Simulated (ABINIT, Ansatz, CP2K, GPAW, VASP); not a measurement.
InPd: programs and potentials compared

```xyz
2
Lattice="3.2719 0.0000 0.0000 0.0000 3.2719 0.0000 0.0000 0.0000 3.2719" Properties=species:S:1:pos:R:3 pbc="T T T"
In    0.0000    0.0000    0.0000
Pd    1.6359    1.6359    1.6359
```

The cell comes from a database or a generator and needn't be the stable form of this composition.

Alike in all runs: task single point; functional PBEsol; k mesh 8 × 8 × 8; occupations fermi-dirac, width 0.05 eV; no spin polarisation; no spin-orbit coupling. Pressure is positive in compression and, in plane waves, holds the error of the finite cutoff, which Ansatz's Pulay term estimates and takes out.

```json
{"program and potentials": "Ansatz, Ansatz PAW", "plane-wave cutoff (eV)": "420", "notes": "potentials made for PBE, which Ansatz adapts in part; 15.5 valence electrons an atom on average; Pulay term of +0.06 GPa included", "band gap (eV)": "no gap", "pressure (GPa)": "-2.97"}
{"program and potentials": "GPAW, PAW data sets generated for this functional", "plane-wave cutoff (eV)": "600", "notes": "14.5 valence electrons an atom on average", "band gap (eV)": "no gap", "pressure (GPa)": "-3.14"}
{"program and potentials": "ABINIT, PseudoDojo NC SR PBEsol v0.4.1 standard", "plane-wave cutoff (eV)": "1116", "notes": "15.5 valence electrons an atom on average", "band gap (eV)": "no gap", "pressure (GPa)": "-2.78"}
{"program and potentials": "Ansatz, all-electron LAPW, scalar-relativistic", "plane-wave cutoff (eV)": "-", "notes": "-", "band gap (eV)": "no gap", "pressure (GPa)": "-2.97"}
{"program and potentials": "VASP, PBE PAW files In_d, Pd, 520 eV", "plane-wave cutoff (eV)": "520", "notes": "potentials made for PBE; 11.5 valence electrons an atom on average", "band gap (eV)": "no gap", "pressure (GPa)": "-2.89"}
{"program and potentials": "CP2K, POTENTIAL_UZH In GTH-PBE-q13, Pd GTH-PBE-q18; TZVP-MOLOPT-PBE-GTH basis", "plane-wave cutoff (eV)": "-", "notes": "atomic basis; potentials made for PBE; 15.5 valence electrons an atom on average", "band gap (eV)": "no gap", "pressure (GPa)": "-1.29"}
```

None finds a gap. The pressure spans -3.14 (GPAW, PAW data sets generated for this functional) to -1.29 GPa (CP2K, POTENTIAL_UZH In GTH-PBE-q13, Pd GTH-PBE-q18; TZVP-MOLOPT-PBE-GTH basis), with all-electron results at -2.97. The pressure on the cell as given of CP2K, POTENTIAL_UZH In GTH-PBE-q13, Pd GTH-PBE-q18; TZVP-MOLOPT-PBE-GTH basis lies far from the others; the cause wasn't traced. Rows in atomic bases carry the error of their basis and grid, which can be large.

Differences between rows come from potentials, basis sets and numerical settings, since the functional is the same but for its coding. Runs on potential files found faulty are left out.
